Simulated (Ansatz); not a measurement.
Input and output of a relaxation of cell and atoms on WS2 (fluorite) (the PAW code Ansatz, PBE). It starts from a guessed cell.

The input:
```yaml
crystal:
  lattice:
    - [0.0, 3.38885149, 3.38885149]
    - [3.38885149, 0.0, 3.38885149]
    - [3.38885149, 3.38885149, 0.0]
  atoms:
    - { symbol: W, position: [0.0, 0.0, 0.0] }
    - { symbol: S, position: [0.25, 0.25, 0.25] }
    - { symbol: S, position: [0.75, 0.75, 0.75] }
kpoints:
  mp_grid: { grid: [6, 6, 6] }
hamiltonian:
  xc: pbe
scf:
  occupations: { method: fermi_dirac, width: 0.02 }
relax:
  f_tol: 0.005
  cell: {}
```

Command: `ansatz run input.yaml --threads 2 --pin off --max-ram 2211MiB --backend cpu --events-out ev --progress --plain --runs-dir out`. It took 4.6 s on 2 threads of Intel(R) Xeon(R) 6975P-C (Granite Rapids), with other jobs on the host; peak host memory 0.41 GiB.

The log, with set-up remarks and timings taken out:
```
Pseudopotential: W, paw, valence charge 14, recommended cutoff 420 eV (normal)
Pseudopotential: S, paw, valence charge 6, recommended cutoff 420 eV (normal)
Functional definition: PBE
Crystal: 3 atoms, lattice volume = 77.837 Å³
Basis set: ecut = 420 eV, 1471 PW (Γ)
Bands: 17, of which v1, the nominal top of the filled ones, is band 13 counted from 1 (12 counted from 0)
Symmetry: 48 space group operations
Space group: Fm-3m (ITA 225)
k-points: 16 of 216
relax step 1: F+E_penalty+E_count = -12185.77862973 eV  P = -24.417 GPa  Ω = 77.837 Å³
relax step 2: F+E_penalty+E_count = -12187.39486101 eV  P = -22.604 GPa  Ω = 67.000 Å³
relax step 3: F+E_penalty+E_count = -12188.57312166 eV  P = -14.250 GPa  Ω = 57.218 Å³
relax step 4: F+E_penalty+E_count = -12188.85306018 eV  P = +7.471 GPa  Ω = 48.437 Å³
relax step 5: F+E_penalty+E_count = -12188.90162455 eV  P = -0.217 GPa  Ω = 50.692 Å³
relax step 6: F+E_penalty+E_count = -12188.90168030 eV  P = -0.005 GPa  Ω = 50.622 Å³
relax step 7: F+E_penalty+E_count = -12188.90003315 eV  P = -0.010 GPa  Ω = 50.622 Å³  (SCF on a basis re-selected at this cell)
Free energy (F): -12188.900033 eV
Internal energy: -12188.892571 eV  (E = F + TS)
E sigma→0 (E₀):  -12188.896302 eV
Entropy (-TS):   -0.007462 eV (-2.487 meV/atom)
Fermi energy:    12.729743 eV
--- Per-component energies (eV) ---
  E_band       = -153.679667
  E_kinetic    = 665.424500
  E_local      = -1182.265260
  E_nonlocal   = 58.607210
  E_hartree    = 426.798257
  E_xc         = -461.072198
  E_vxc        = -413.792636
  E_paw        = -9763.263161
  E_vpaw       = -135.249932
  E_ewald      = -1933.121870
  E_smearing   = -0.007462
--- Forces (eV/Å), atoms counted from 1 ---
  atom   1  W       0.00000      0.00000      0.00000
  atom   2  S       0.00000      0.00000      0.00000
  atom   3  S       0.00000      0.00000      0.00000
--- Stress (GPa, compression-positive) ---
       -0.010371       0.000000       0.000000
        0.000000      -0.010371       0.000000
        0.000000       0.000000      -0.010371
  P = ⅓ Tr σ = -0.0104 GPa (-0.104 kbar)
--- Relaxed structure (6 steps of the walk, 6 accepted, 1 SCFs on fresh bases) ---
  F+E_penalty+E_count = -12188.90003315 eV
  cell:  # Å, volume = 50.6217 Å³
    - [0.000000, 2.936088, 2.936088]
    - [2.936088, 0.000000, 2.936088]
    - [2.936088, 2.936088, 0.000000]
  atoms:
    - { symbol: W, position: [0.000000, 0.000000, 0.000000] }
    - { symbol: S, position: [0.250000, 0.250000, 0.250000] }
    - { symbol: S, position: [0.750000, 0.750000, 0.750000] }
```

The walk took 6 steps and changed the volume by -35.0 %. The last SCF, on a fresh basis, lies 1040 meV an atom below the first. At the end: it is cubic, Fm-3m (No. 225); a = 5.872 Å in the conventional setting, 16.87 Å³ an atom. W is surrounded by 8 S at 2.54 Å; S is surrounded by 4 W at 2.54 Å.

All values are calculated for a non-magnetic cell, which may be hypothetical.

Where bands overlap the cell is a metal at that level, and these k meshes limit energies, forces and stress. Overlaps of a few tenths of an eV in semilocal functionals can be an artefact that a hybrid or GW lifts.
